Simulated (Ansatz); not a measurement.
# Localised basis functions on generalised stacking fault on (110) of a LiCl-LiBr solid solution (56 atoms)

Wanted: errors and times of a linear-scaling basis for generalised stacking fault on (110) of a LiCl-LiBr solid solution (56 atoms). A setting counts as converged where the r.m.s. difference of forces stays under 1 % of the r.m.s. force.

Program: Ansatz 0.2.0. Level of theory: Kohn-Sham DFT, PBE, PAW (set soft_2), plane waves. Results are calculated unless marked as measured.

## Step 1: Starting point

The cell holds 56 atoms: 28 Li, 10 Br and 18 Cl. Its edges and angles: a = 7.448 Å, b = 5.266 Å, c = 26.313 Å, α = 90.0°, β = 86.6°, γ = 90.0°. It derives from LiCl and LiBr. Rock-salt LiCl lattice (a = 5.2663 Å, the value set for the mixture), cell with z along [110], 2 x 1 x 7 periods; the third cell vector is tilted by 0.417 of 1/2[1-10] and lengthened by 0.2 Å, so the cell holds one fault; displaced by a Gaussian of 0.01 Å; 10 of 28 Cl sites given to Br at random (lattice constant by Vegard's rule between LiCl and LiBr).

Limits known from the start: The cell is under 6 Å thick along one periodic direction, so every atom has periodic images of itself close by, which move with it and show among its neighbours and in g(r). The host structure and its lattice constant were typed by rule, without a check against the phase diagram.

## Step 2: Plane-wave single point

The first run uses the default basis; a harder plane-wave run follows as the reference for the support functions.

File input.yaml:

```yaml
crystal:
  lattice:
    - [7.44767, 0.0, 0.0]
    - [0.0, 5.2663, 0.0]
    - [1.55157, 0.0, 26.26686]
  atoms:
    - { symbol: Li, position: [0.79513, 0.00218, 0.992] }
    - { symbol: Br, position: [0.7351, 0.0014, 0.07085] }
    - { symbol: Li, position: [0.97089, 0.99891, 0.14148] }
    - { symbol: Cl, position: [0.70462, 0.00223, 0.21221] }
    - { symbol: Li, position: [0.94193, 0.00101, 0.28303] }
    - { symbol: Cl, position: [0.6754, 0.00063, 0.35393] }
    - { symbol: Li, position: [0.91005, 0.00064, 0.42515] }
    - { symbol: Cl, position: [0.64661, 0.00185, 0.49638] }
    - { symbol: Li, position: [0.88393, 0.00041, 0.56668] }
    - { symbol: Cl, position: [0.61826, 0.00094, 0.63754] }
    - { symbol: Li, position: [0.85374, 0.00077, 0.70841] }
    - { symbol: Cl, position: [0.58778, 0.99799, 0.77951] }
    - { symbol: Li, position: [0.82222, 0.9998, 0.85007] }
    - { symbol: Cl, position: [0.55808, 0.00101, 0.92026] }
    - { symbol: Li, position: [0.29498, 0.00418, 0.99257] }
    - { symbol: Br, position: [0.23618, 0.00428, 0.07067] }
    - { symbol: Li, position: [0.46944, 0.00107, 0.14098] }
    - { symbol: Cl, position: [0.20407, 0.00244, 0.2126] }
    - { symbol: Li, position: [0.4402, 0.00086, 0.28323] }
    - { symbol: Br, position: [0.1752, 0.99656, 0.35332] }
    - { symbol: Li, position: [0.41016, 0.00205, 0.42486] }
    - { symbol: Cl, position: [0.14831, 0.99816, 0.49573] }
    - { symbol: Li, position: [0.3823, 0.00032, 0.5666] }
    - { symbol: Cl, position: [0.11932, 0.00087, 0.63782] }
    - { symbol: Li, position: [0.35369, 0.99943, 0.70851] }
    - { symbol: Cl, position: [0.08774, 0.99911, 0.77891] }
    - { symbol: Li, position: [0.31874, 0.99848, 0.84995] }
    - { symbol: Cl, position: [0.05782, 0.99613, 0.92143] }
    - { symbol: Li, position: [0.23817, 0.5052, 0.07052] }
    - { symbol: Cl, position: [0.97345, 0.4995, 0.14101] }
    - { symbol: Li, position: [0.20622, 0.5011, 0.2122] }
    - { symbol: Cl, position: [0.94104, 0.50118, 0.28328] }
    - { symbol: Li, position: [0.17497, 0.49792, 0.35374] }
    - { symbol: Br, position: [0.90876, 0.49807, 0.42484] }
    - { symbol: Li, position: [0.14864, 0.49838, 0.49532] }
    - { symbol: Cl, position: [0.88163, 0.49676, 0.56652] }
    - { symbol: Li, position: [0.12043, 0.49957, 0.63784] }
    - { symbol: Cl, position: [0.85104, 0.50368, 0.70815] }
    - { symbol: Li, position: [0.08774, 0.50033, 0.77933] }
    - { symbol: Cl, position: [0.82377, 0.49983, 0.85063] }
    - { symbol: Li, position: [0.05648, 0.50126, 0.92124] }
    - { symbol: Cl, position: [0.79494, 0.50093, 0.99157] }
    - { symbol: Li, position: [0.73639, 0.50282, 0.07082] }
    - { symbol: Br, position: [0.46966, 0.50002, 0.14193] }
    - { symbol: Li, position: [0.70577, 0.49862, 0.21185] }
    - { symbol: Br, position: [0.44126, 0.50284, 0.28276] }
    - { symbol: Li, position: [0.67741, 0.49897, 0.3542] }
    - { symbol: Br, position: [0.40963, 0.50279, 0.42484] }
    - { symbol: Li, position: [0.64737, 0.49823, 0.49621] }
    - { symbol: Cl, position: [0.38063, 0.49874, 0.56729] }
    - { symbol: Li, position: [0.61715, 0.49871, 0.6377] }
    - { symbol: Br, position: [0.35223, 0.49958, 0.70849] }
    - { symbol: Li, position: [0.58748, 0.50001, 0.77954] }
    - { symbol: Br, position: [0.32065, 0.50152, 0.85002] }
    - { symbol: Li, position: [0.55706, 0.49745, 0.92088] }
    - { symbol: Br, position: [0.29243, 0.50399, 0.99235] }
kpoints:
  mp_grid: { grid: [2, 3, 1] }
hamiltonian:
  xc: pbe
scf:
  occupations: { method: fermi_dirac, width: 0.025 }
output:
  forces: true
  stress: true
  populations: true
  dos:
    method: { smearing: { sigma: 0.08 } }
    de: 0.1
    projected: { site_lists: { Br: [Br], Cl: [Cl], Li: [Li] } }
  eigenvalues: true
  write_density: true
  write_potential: true
  volumetric_format: npy
  elf: true
```

Command:

```
$ ansatz run input.yaml --threads 4 --pin off --max-ram 8192MiB --backend cpu --events-out ev --progress --plain --runs-dir out
```

Numbers of over 12 decimals in the logs are rounded to 6 here.

The program printed:

```text
Engine: ansatz 0.2.0, x86_64-unknown-linux-gnu
Pseudopotentials: kind: paw
Pseudopotential: Li, paw, valence charge 3, recommended cutoff 420 eV (normal), Li.paw.azcp
Pseudopotential: Br, paw, valence charge 7, recommended cutoff 420 eV (normal), Br.paw.azcp
Pseudopotential: Cl, paw, valence charge 7, recommended cutoff 420 eV (normal), Cl.paw.azcp
[... 5 lines on functional and potentials left out ...]
Crystal: 56 atoms, lattice volume = 1030.230 Å³
Basis set: ecut = 420 eV, 20169 PW (Γ), exchange–correlation on 100×72×360 points (8 copies of the dense FFT grid, shifted against one another)
Bands: 196, of which v1, the nominal top of the filled ones, is band 140 counted from 1 (139 counted from 0)
Symmetry: 1 space group operations
Space group: P1 (ITA 1), of the structure as read, at distance tolerance 1.0e-4 Å
k-points: 4 of 6 (time reversal used)
[... 7 lines on functional and potentials left out ...]
Initial density: superposition of atomic densities (neutral atoms: chi_scale 0, normalization atom), corrected by the library's trained network
Initial wavefunctions: pseudopotential atomic-orbital guess
Functional: x = pbe(κ = 0.804, μ = 0.219515), c = pbe(β = 0.066725)
SCF iter   1: F=—  HF=-53088.126459 eV  |F-HF|=—  |Δ(HF+E_count)|=         —  Δρ=3.80e-4  dr2=7.09e-3  ethr=1.77e-3  ⟨swp⟩=8.2  Hψ=3881  notcnv=0  defer=123
preconditioner: auto → Resta (q_TF=auto, 2.196 Å⁻¹)  ε∞=2.9  [insulator: Δε(μ)=5.272 eV  Ē_g=12.507 eV  σ=0.025 eV  W_gap=1.00  n_scr=186 (ndim 8)  ℏωp=17.3 eV  f_vac=0.002  D(μ)=0.00/eV (n_scr^D=0)  ε∞_Penn≈2.9]
SCF iter   2: F=—  HF=-53088.119841 eV  |F-HF|=—  |Δ(HF+E_count)|=   6.62e-3  Δρ=2.85e-4  dr2=3.13e-3  ethr=2.53e-6  ⟨swp⟩=3.2  Hψ=1764  notcnv=0  defer=165
SCF iter   3: F=—  HF=-53088.118821 eV  |F-HF|=—  |Δ(HF+E_count)|=   1.02e-3  Δρ=1.06e-4  dr2=5.05e-4  ethr=1.12e-6  ⟨swp⟩=2.0  Hψ=930  notcnv=0  defer=165
SCF iter   4: F=—  HF=-53088.118729 eV  |F-HF|=—  |Δ(HF+E_count)|=   9.19e-5  Δρ=6.30e-5  dr2=1.03e-4  ethr=1.80e-7  ⟨swp⟩=2.0  Hψ=809  notcnv=0  defer=165
SCF iter   5: F=—  HF=-53088.118689 eV  |F-HF|=—  |Δ(HF+E_count)|=   3.91e-5  Δρ=1.39e-5  dr2=6.24e-6  ethr=3.68e-8  ⟨swp⟩=2.0  Hψ=920  notcnv=0  defer=165
SCF iter   6: F=—  HF=-53088.118024 eV  |F-HF|=—  |Δ(HF+E_count)|=   6.66e-4  Δρ=9.99e-6  dr2=1.30e-6  ethr=2.23e-9  ⟨swp⟩=2.0  Hψ=1344  notcnv=0  defer=197
SCF iter   7: F=—  HF=-53088.118024 eV  |F-HF|=—  |Δ(HF+E_count)|=   5.64e-7  Δρ=2.81e-6  dr2=1.18e-7  ethr=4.64e-10  ⟨swp⟩=2.0  Hψ=916  notcnv=0  defer=197
SCF iter   8: F=-53088.118024 eV  HF=-53088.118024 eV  |F-HF|=3.42e-10  |Δ(HF+E_count)|=   7.06e-9  Δρ=5.19e-7  dr2=4.24e-9  ethr=3.57e-11  ⟨swp⟩=28.2  Hψ=7911  notcnv=0
SCF 1 converged in 8 iterations: F = -53088.118024 eV  dr2 = 4.24e-9
  greatest PAW one-centre occupation: 1.000 electrons in one spin orbital (limit 2), on the Li atom at site 28 (counted from 0), in its partial waves of l = 0
SCF converged after 8 iterations
Free energy (F): -53088.118024 eV
Harris-Foulkes:  -53088.118024 eV  (|F-HF|=3.42e-10)
Internal energy: -53088.118024 eV  (E = F + TS)
E sigma→0 (E₀):  -53088.118024 eV
Fermi energy:    4.819309 eV
--- Per-component energies (eV) ---
  E_band       = -2897.690718
  E_kinetic    = 4872.710972
  E_local      = -9217.205769  (includes V_loc(G=0)·N_el)
  E_nonlocal   = 289.173992
  E_hartree    = 2614.018032
  E_xc         = -4899.199367
  E_vxc        = -3652.233039  (∫ρ·V_xc dr)
  E_paw        = -34923.549469  (= ΣΔE_a)
  E_vpaw       = -418.176330  (= ΣTr[D̂ρ^β])
  E_aug_tail   = 0.002043  (compensation charges beyond the density's cutoff)
  E_ewald      = -11824.068459
  E_smearing   = -0.000000  (= −TS)
  E_closure    = -0.000000  (closes the sum)
  Σ components = -53088.118024   (vs F -53088.118024, Δ=0.00e0)
--- Forces (eV/Å), atoms counted from 1 ---
  atom   1  Li     0.28071621    -0.00007301    -2.14995708
  atom   2  Br    -0.32362912    -0.01256531     2.02055056
  atom   3  Li    -0.00182215     0.00752224     0.17976667
  atom   4  Cl     0.08241430    -0.01450475     0.02094639
  atom   5  Li    -0.14656920    -0.00044609    -0.14445153
  atom   6  Cl     0.02488139     0.00775064    -0.00782896
  atom   7  Li    -0.11907307    -0.01884027     0.11126596
  atom   8  Cl    -0.00405250    -0.02836598     0.02934018
  atom   9  Li    -0.01301957     0.00018532     0.01337827
  atom  10  Cl     0.02706318    -0.01293698    -0.02081246
  atom  11  Li    -0.01286855    -0.00487255    -0.01207017
  atom  12  Cl     0.05881101     0.03284435    -0.00350191
  atom  13  Li    -0.00817923    -0.00188186     0.00714857
  atom  14  Cl     0.05579523     0.01018058     0.15330484
[...]
atom  55  Li     0.24580878     0.00750015     0.07292651
  atom  56  Br     0.42812095    -0.03397855    -2.43770811
  max |Σ_I F_I| component: 1.53e-4 eV/Å
--- Stress (GPa, compression-positive) ---
        0.698968      -0.003647      -0.380494
       -0.003647       0.754879       0.001502
       -0.380496       0.001502       2.504300
  P = ⅓ Tr σ = 1.3194 GPa (13.194 kbar)
--- Band table (eV) ---
  k-point 0: bands = ["-42.1318", "-42.1234", "-42.1193", "-42.1163", [... 180 levels ...], "10.9414", "11.1865", "11.2099", "11.2198", "11.2530", "11.2893", "11.3036", "11.3709", "11.4209", "11.4582", "11.4978", "11.5122"]
[...]
--- Löwdin populations: 56 sites ---
  site symbol       q [e]
     0     Li      2.3228
     1     Br      7.5613
     2     Li      2.3400
[...]
55     Br      7.5612
  spilling = 0.006225 (of n_electrons = 280.000000)
```

Run time: 21 s. Hardware: 4 threads of Intel Xeon 6975P-C (Granite Rapids), shared host; peak memory 3 GiB.

The column dr2 measures how far the density is from self-consistency, as an energy; F and HF (Harris–Foulkes) agree once it is small.

Read from the output:

```yaml
free_energy: -53088.1180 eV
free_energy_per_atom: -948.0021 eV/atom
scf_cycles: 8
pressure: 1.319 GPa
r_m_s_force_component: 0.457 eV/Å
longest_force: 2.475 eV/Å
fermi_energy: 4.819 eV
spacing_of_highest_filled_and_lowest_empty_level: 5.346 eV
spilling_of_the_projection: 0.006225
```

The r.m.s. force component of 0.46 eV/Å and the pressure of 1.3 GPa set the scale for the differences below.

## Step 3: Plane waves at 750 eV (750 eV)

A harder cutoff gives the support functions a reference with less basis error.

input.yaml, the sections that differ from step 2:

```yaml
output:
  forces: true
  eigenvalues: true
basis:
  ecutwfc: "750 eV"
# crystal, kpoints, hamiltonian, scf: as in step 2
```

The program printed:

```text
[...]
Crystal: 56 atoms, lattice volume = 1030.230 Å³
Basis set: ecut = 750 eV, 48089 PW (Γ), exchange–correlation on 144×96×480 points (8 copies of the dense FFT grid, shifted against one another)
Bands: 196, of which v1, the nominal top of the filled ones, is band 140 counted from 1 (139 counted from 0)
Symmetry: 1 space group operations
[...]
k-points: 4 of 6 (time reversal used)
[...]
SCF iter   1: F=—  HF=-53088.139082 eV  |F-HF|=—  |Δ(HF+E_count)|=         —  Δρ=3.84e-4  dr2=7.05e-3  ethr=1.77e-3  ⟨swp⟩=8.5  Hψ=4025  notcnv=0  defer=128
[...]
SCF iter   3: F=—  HF=-53088.132234 eV  |F-HF|=—  |Δ(HF+E_count)|=   1.03e-3  Δρ=1.08e-4  dr2=5.03e-4  ethr=1.12e-6  ⟨swp⟩=2.0  Hψ=930  notcnv=0  defer=32
automatic band count: iteration 3 solves 162 bands in place of 196: the levels show a gap, and the empty bands left out lie too high to hold charge; the band table lists the bands solved (type scf.n_extra_bands for more)
SCF iter   4: F=—  HF=-53088.132156 eV  |F-HF|=—  |Δ(HF+E_count)|=   7.79e-5  Δρ=6.36e-5  dr2=1.04e-4  ethr=1.80e-7  ⟨swp⟩=2.0  Hψ=809  notcnv=0  defer=32
[...]
SCF iter   7: F=-53088.132762 eV  HF=-53088.132762 eV  |F-HF|=2.85e-8  |Δ(HF+E_count)|=   6.25e-8  Δρ=1.78e-6  dr2=5.50e-8  ethr=3.57e-11  ⟨swp⟩=14.5  Hψ=3704  notcnv=0
SCF 1 converged in 7 iterations: F = -53088.132762 eV  dr2 = 5.50e-8
[...]
SCF converged after 7 iterations
Free energy (F): -53088.132762 eV
[...]
Internal energy: -53088.132762 eV  (E = F + TS)
E sigma→0 (E₀):  -53088.132762 eV
Fermi energy:    4.819125 eV
[...]
Σ components = -53088.132762   (vs F -53088.132762, Δ=0.00e0)
--- Forces (eV/Å), atoms counted from 1 ---
  atom   1  Li     0.28073242    -0.00009168    -2.15013199
  atom   2  Br    -0.32371455    -0.01255329     2.02062247
  atom   3  Li    -0.00182417     0.00753868     0.17981444
  atom   4  Cl     0.08237220    -0.01450695     0.02093814
[...]
atom  56  Br     0.42813437    -0.03395734    -2.43778358
  max |Σ_I F_I| component: 8.72e-6 eV/Å
--- Band table (eV) ---
[...]
```

The job ended after 22 s (4 threads; peak memory 5.8 GiB).

The program notes that it cut back its work space to fit the memory limit.

Forces differ from the reference by 0.036 meV/Å r.m.s., 0.008 % of their size, well within a tolerance of 1 %; the energy by -0.26 meV/atom.

## Step 4: Support functions medium

The cell is solved in localised support functions. The level medium gives here a grid of 36×24×120 points and a radius of 3.97 Å. Besides, the program derives a nominal cutoff of 420 eV for this run, against the reference's 750.

This step: Kohn-Sham DFT, PBE, PAW (set soft_2), localised support functions (medium) (Ansatz 0.2.0).

input.yaml, the sections that differ from step 3:

```yaml
scf:
  occupations: { method: fermi_dirac, width: 0.025 }
  eigensolver: { kind: { support_functions: { accuracy: medium } } }
  mixing: { beta: 0.2 }
  max_iter: 150
output:
  forces: true
# crystal, kpoints, hamiltonian: as in step 3
# basis: removed
```

The program printed:

```text
Warning: scf.eigensolver.kind.support_functions: disabling space-group detection — the functions' gradient is summed over unrotated k-points, so no spatial operation reduces the k-mesh or symmetrises the density; time reversal is kept, so that k and −k are solved as one point where they differ and the mesh holds both, and exact exchange and, on two spinor components, a DFT+U term hold to it where the run has them: [...]
settings of this run that can trade accuracy for cost: scf.eigensolver.kind.support_functions [...]
[...]
Crystal: 56 atoms, lattice volume = 1030.230 Å³
Basis set: ecut = 420 eV, 20169 PW (Γ), exchange–correlation on 100×72×360 points (8 copies of the dense FFT grid, shifted against one another)
Bands: 168, of which v1, the nominal top of the filled ones, is band 140 counted from 1 (139 counted from 0)
Symmetry: 1 space group operations
k-points: 4 of 6 (time reversal used)
[...]
Eigensolver: Support functions (medium, 36×24×120 points, laid for a spacing of at most 0.228497 Å, radius 3.967916 Å, 3 species' potentials softened for the grid, 3 wholly corrected for its errors in the mean over positions, 3 with the egg-box correction, energy correction by stochastic trace)
[...]
SCF iter   1: F=—  HF=-53084.996640 eV  |F-HF|=—  |Δ(HF+E_count)|=         —  Δρ=2.54e-2  dr2=6.75e0  ethr=1.00e-1
[...]
SCF iter  17: F=—  HF=-53088.126255 eV  |F-HF|=—  |Δ(HF+E_count)|=   3.66e-7  Δρ=1.30e-5  dr2=1.96e-6  ethr=1.03e-9  κ⁻¹=1.0e0(r=1)
SCF iter  18: F=-53088.126254 eV  HF=-53088.126254 eV  |F-HF|=9.70e-8  |Δ(HF+E_count)|=   6.32e-7  Δρ=1.67e-6  dr2=1.51e-7  ethr=6.99e-10
SCF 1 converged in 18 iterations: F = -53088.132027 eV  dr2 = 1.51e-7
[...]
SCF converged after 18 iterations
Stability not checked: this state was not tested for a lower state beside it, because the mixer in use, unlike msr1, does not test its closes by its own steps (another_mixer; see scf.mixing.algorithm and scf.lower_state_search)
Free energy (F): -53088.132027 eV
[...]
Internal energy: -53088.132027 eV  (E = F + TS)
E sigma→0 (E₀):  -53088.132027 eV
Fermi energy:    4.819360 eV
[...]
Σ components = -53088.132027   (vs F -53088.132027, Δ=0.00e0)
--- Forces (eV/Å), atoms counted from 1 ---
  atom   1  Li     0.28082915    -0.00009784    -2.15032925
  atom   2  Br    -0.32365686    -0.01259342     2.02090849
  atom   3  Li    -0.00190005     0.00752663     0.18011103
  atom   4  Cl     0.08247850    -0.01451257     0.02105027
[...]
atom  56  Br     0.42804479    -0.03395336    -2.43781051
  max |Σ_I F_I| component: 1.83e-3 eV/Å
--- Band table (eV) ---
[...]
guard bands above this table: 24 of the run's 168 bands (output.publish_guard_bands: true publishes all)
[...]
```

Elapsed: 46 s, on 4 threads; peak memory 2.1 GiB.

The program notes that the band table was not solved further than the SCF left it and it switched symmetry off.

Keys that differ from the reference: basis.ecutwfc removed, support_functions.accuracy = "medium", scf.max_iter = 150 and scf.mixing.beta = 0.2.

Forces differ from the reference by 0.1 meV/Å r.m.s., 0.022 % of their size, well within a tolerance of 1 %. It took 2.2 times the reference's time (shared host, so rough).

## Step 5: Support functions low

The level low is asked for. Here it resolves to the same grid and radius as in the run with support functions medium, so the basis is not new. Besides, the program derives a nominal cutoff of 420 eV for this run, against the reference's 750.

This step: Kohn-Sham DFT, PBE, PAW (set soft_2), localised support functions (low) (Ansatz 0.2.0).

input.yaml, the sections that differ from step 4:

```yaml
scf:
  occupations: { method: fermi_dirac, width: 0.025 }
  eigensolver: { kind: { support_functions: { accuracy: low } } }
  mixing: { beta: 0.2 }
  max_iter: 150
# crystal, kpoints, hamiltonian, output: as in step 4
```

The program printed:

```text
[...]
Crystal: 56 atoms, lattice volume = 1030.230 Å³
Basis set: ecut = 420 eV, 20169 PW (Γ), exchange–correlation on 100×72×360 points (8 copies of the dense FFT grid, shifted against one another)
Bands: 168, of which v1, the nominal top of the filled ones, is band 140 counted from 1 (139 counted from 0)
Symmetry: 1 space group operations
k-points: 4 of 6 (time reversal used)
[...]
Eigensolver: Support functions (low, 36×24×120 points, laid for a spacing of at most 0.228497 Å, radius 3.967916 Å, 3 species' potentials softened for the grid, 3 wholly corrected for its errors in the mean over positions, 3 with the egg-box correction, energy correction by stochastic trace)
[...]
SCF iter   1: F=—  HF=-53084.996640 eV  |F-HF|=—  |Δ(HF+E_count)|=         —  Δρ=2.54e-2  dr2=6.75e0  ethr=1.00e-1
[...]
SCF iter  14: F=—  HF=-53088.125721 eV  |F-HF|=—  |Δ(HF+E_count)|=   3.21e-4  Δρ=4.99e-5  dr2=2.28e-5  ethr=1.64e-8  κ⁻¹=6.1e-6(r=7)
SCF iter  15: F=-53088.126006 eV  HF=-53088.126004 eV  |F-HF|=1.42e-6  |Δ(HF+E_count)|=   2.83e-4  Δρ=1.52e-5  dr2=2.88e-6  ethr=8.15e-9
SCF 1 converged in 15 iterations: F = -53088.132016 eV  dr2 = 2.88e-6
[...]
SCF converged after 15 iterations
[...]
Free energy (F): -53088.132016 eV
[...]
Internal energy: -53088.132016 eV  (E = F + TS)
E sigma→0 (E₀):  -53088.132016 eV
Fermi energy:    4.819388 eV
[...]
Σ components = -53088.132016   (vs F -53088.132016, Δ=0.00e0)
--- Forces (eV/Å), atoms counted from 1 ---
  atom   1  Li     0.28084829    -0.00010568    -2.15026990
  atom   2  Br    -0.32366733    -0.01258659     2.02074031
  atom   3  Li    -0.00190527     0.00752264     0.18019029
  atom   4  Cl     0.08239619    -0.01450447     0.02098542
[...]
atom  56  Br     0.42803828    -0.03393576    -2.43761661
  max |Σ_I F_I| component: 2.43e-3 eV/Å
--- Band table (eV) ---
[...]
```

It took 44 s on 4 threads; peak memory 2.1 GiB.

Keys that differ from the reference: basis.ecutwfc removed, support_functions.accuracy = "low", scf.max_iter = 150 and scf.mixing.beta = 0.2.

Forces differ from the reference by 0.11 meV/Å r.m.s., 0.025 % of their size, well within a tolerance of 1 %. It took 2.0 times the reference's time (shared host, so rough).

(Continued in part 2 of 4.)

[Logs are printed without paths, hosts, clocks, repeated set-up lines and the standing remarks that a program may print on its own settings, such as how far it seeks lower states.]

[Hosts, paths, dates, database ids (printed as entryN), source tags and the programs' standing remarks are cut or masked in the printed files.]
